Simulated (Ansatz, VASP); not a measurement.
# TiH3: VASP beside Ansatz

```
CELL_PARAMETERS angstrom
-1.86021 1.86021 1.86021
1.86021 -1.86021 1.86021
1.86021 1.86021 -1.86021
ATOMIC_POSITIONS crystal
Ti 0.00000 0.00000 0.00000
H 0.00000 0.50000 0.50000
H 0.50000 0.00000 0.50000
H 0.50000 0.50000 0.00000
```

Alike in both runs: task relaxation of cell and atoms; functional PBE; k mesh 18 × 18 × 18; occupations gaussian, width 0.1 eV; no spin polarisation.

|  | VASP | Ansatz |
| --- | --- | --- |
| version | VASP 6.6.1 | Ansatz 0.2.0 |
| potentials or method | VASP PAW PBE potentials, release 64 (Ti_sv, H) | scalar-relativistic, plane waves, PAW |
| plane-wave cutoff (eV) | 600 | 420 |
| valence electrons in the cell | 15 | 15 |

Ansatz gave:

```
gap on the k mesh at the Fermi level, each at its own relaxed structure (eV) : none
relaxed volume (Å³/atom)                                                     : 6.43
relaxed cell length with the largest relative difference (Å)                 : 3.220
```

Q: Which values does VASP return?

A: gap on the k mesh at the Fermi level, each at its own relaxed structure (eV): none; relaxed volume (Å³/atom): 6.44; relaxed cell length with the largest relative difference (Å): 3.222.

A gap of «none» marks a metal or a gap that the smearing closes.

Caveats: the relaxation stopped at its first step, so nothing moved.
